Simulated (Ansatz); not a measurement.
This is a single-point calculation with Ansatz on GaP (zincblende); the level of theory is HSE06. The cell was relaxed with r2SCAN and then strained (epitaxial +1.0 % in the xy plane, free normal strain -0.83 %), with the atoms relaxed again with r2SCAN; k points keep the names of the unstrained zone.

```yaml
crystal:
  lattice:
    - [0.0, 2.7526532803, 2.7026489945]
    - [2.7526532803, 0.0, 2.7026489945]
    - [2.7526532803, 2.7526532803, 0.0]
  atoms:
    - { symbol: Ga, position: [0.0, 0.0, 0.0] }
    - { symbol: P, position: [0.25, 0.25, 0.25] }
kpoints:
  mp_grid: { grid: [6, 6, 6] }
  band_path:
    path:
      - [0.0, 0.0, 0.0]
      - [-0.5, -0.5, 0.0]
      - [-0.375, -0.375, 0.25]
      - [-0.375, 0.0, 0.375]
      - [0.0, 0.0, 0.5]
      - [-0.5, -0.25, 0.25]
      - [0.421875, 0.421875, 0.0]
    npoints: 1
hamiltonian:
  xc: hse06
scf:
  occupations: { method: fixed }
  n_extra_bands: 4
output:
  forces: true
  stress: true
  eigenvalues: true
  write_density: true
  write_potential: true
  elf: true
  volumetric_format: npy
```

The output follows, shortened, with numbered blanks.
```
Functional definition: HSE06
Crystal: 2 atoms, lattice volume = 40.956 Å³
[1]
Bands: 13, of which v1, the nominal top of the filled ones, is band 9 counted from 1 (8 counted from 0)
Symmetry: 8 space group operations
Space group: I-4m2 (ITA 119)
k-points: 30 of 216 (time reversal used)
Exchange kernel: α = 0.2500, screened, ω = 0.2079 Å⁻¹, Wigner–Seitz truncation, v(0) = 1046.4534 eV·Å³, q-mesh 6×6×6
hybrid outer 1: dexx = +8.022e-3 eV, tail = 2.25e-5 eV
hybrid outer 2: dexx = +5.891e-7 eV, tail = 2.81e-8 eV, Δε = 2.64e-3 eV
hybrid SCF converged: 2 outer / 11 inner (+2 warm-up)
Free energy (F): -4540.597558 eV
[2]
--- Per-component energies (eV) ---
  E_band       = -97.773859
  E_kinetic    = 184.981264
  E_local      = -2211.684771
  E_nonlocal   = 459.979468
  E_hartree    = 1025.505304
  E_xc         = -105.510214
  E_vxc        = -95.652420
  E_exx        = -56.243132
  E_paw        = -2530.073166
  E_vpaw       = -373.921376
  E_ewald      = -1307.588804
  E_core_change = 0.036594
--- Stress (GPa, compression-positive) ---
       -0.791287       0.000000       0.000000
        0.000000      -0.791287       0.000000
        0.000000       0.000000       0.649917
  P = ⅓ Tr σ = -0.3109 GPa (-3.109 kbar)
--- Band table (eV; the first three rows and the last of 30) ---
[3]
```

The rows of the band table are 0: (0, 0, 0) = Γ, 1: (0, 0, 1/6), 2: (0, 0, 1/3), 29: (-1/2, -1/2, 0) = X.

Task: What stood in the gaps? They hold the Fermi energy and the band table, cutoff and plane waves at Γ.

Result:
```
[1]
Basis set: ecut = 420 eV, 829 PW (Γ)
[2]
Fermi energy:    6.577334 eV
[3]
  k-point 0: bands = […, -10.4936, -10.4899, -7.1791, 6.4721, 6.4721, 6.5773, 9.1994, 11.2525, 11.2914, 11.2914]
  k-point 1: bands = […, -10.4939, -10.4895, -6.8032, 4.0075, 6.0719, 6.1702, 9.7793, 11.8501, 11.8569, 12.4460]
  k-point 2: bands = […, -10.4920, -10.4865, -5.7966, 0.9004, 5.4740, 5.6145, 9.2146, 12.1772, 12.2992, 15.1443]
  k-point 29: bands = […, -10.5247, -10.4704, -3.9742, -0.6793, 3.5354, 3.5354, 8.7366, 8.9595, 18.4470, 18.4470]
```
The trailing digits, and the zero of the energies, depend on the potentials and thresholds.

With HSE06 the valence top lies at Γ and the conduction bottom at Γ–X (0.84 of the way from Γ), 2.10 eV higher; the smallest vertical gap, at Γ, is 2.62 eV. Edges are sought over the mesh and the listed points. With the atoms held, the mean pressure is -0.3 GPa (compression positive). The stress of a hybrid is loosely converged here.

Wall time 20 s on 1 × NVIDIA H100 80GB HBM3 with 2 threads of AMD EPYC 7R13 Processor (Zen 3), with other jobs on the host, load about 1.9 per core; peak host memory 2 GiB.

The values are computed, spin-unpolarised, and not measurements.

The meshes of the hybrids are coarse, so their gaps aren't converged to the digits shown.
